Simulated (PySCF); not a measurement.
Choosing a basis for TDDFT

C2H2Cl2.
SMILES with atom numbers: `[Cl:1]/[CH:2]=[CH:3]/[Cl:4]` (hydrogens: H5 on C2; H6 on C3)

TDDFT with PBE0 (PySCF), vertical singlets, core orbitals frozen in the response, spherical d and f functions. Isolated species at its PBE0-D3(BJ)/def2-SVP geometry, gas phase.

| basis | functions | diffuse | S1 (eV) | S2 (eV) | S3 (eV) | S4 (eV) | S5 (eV) | LUMO (eV) | α (au) |
| --- | --- | --- | --- | --- | --- | --- | --- | --- | --- |
| 6-31G* | 68 | no | 6.08 | 6.57 | 7.19 | 7.33 | 7.46 | -0.33 | 40.3 |
| def2-SVP | 74 | no | 6.41 | 6.47 | 6.99 | 7.23 | 7.62 | -0.41 | 39.6 |
| 6-31+G* | 84 | yes | 5.89 | 6.21 | 6.65 | 7.01 | 7.17 | -0.69 | 46.9 |
| def2-SVPD | 110 | yes | 5.95 | 6.18 | 6.86 | 6.92 | 7.15 | -0.79 | 55.0 |
| aug-cc-pVDZ | 118 | yes | 5.88 | 6.09 | 6.38 | 6.81 | 6.92 | -0.76 | 54.7 |
| def2-TZVP | 148 | no | 6.01 | 6.19 | 6.89 | 7.04 | 7.14 | -0.68 | 49.2 |
| def2-TZVPD | 184 | yes | 5.81 | 6.06 | 6.51 | 6.84 | 6.98 | -0.78 | 56.4 |
| aug-cc-pVTZ | 238 | yes | 5.85 | 6.04 | 6.33 | 6.77 | 6.86 | -0.79 | 56.1 |

Q: Compare the sets with the largest diffuse one.

A: States are compared by their number. Against the largest diffuse basis here (aug-cc-pVTZ, itself not a converged limit), sets without diffuse functions differ by up to 0.56 eV in S1 and 0.75 eV in S5; the smaller diffuse sets differ by up to 0.10 and 0.30 eV. State by state, the largest deviation of a set without diffuse functions is S1 0.56, S2 0.53, S3 0.86, S4 0.55, S5 0.75 eV. The same number needn't mean the same state in each row. Against aug-cc-pVTZ the polarisability deviates by -28% in 6-31G*, -29% in def2-SVP, -16% in 6-31+G*, -2% in def2-SVPD, -2% in aug-cc-pVDZ, -12% in def2-TZVP, +1% in def2-TZVPD. A single + in a Pople set puts diffuse functions on heavy atoms only.
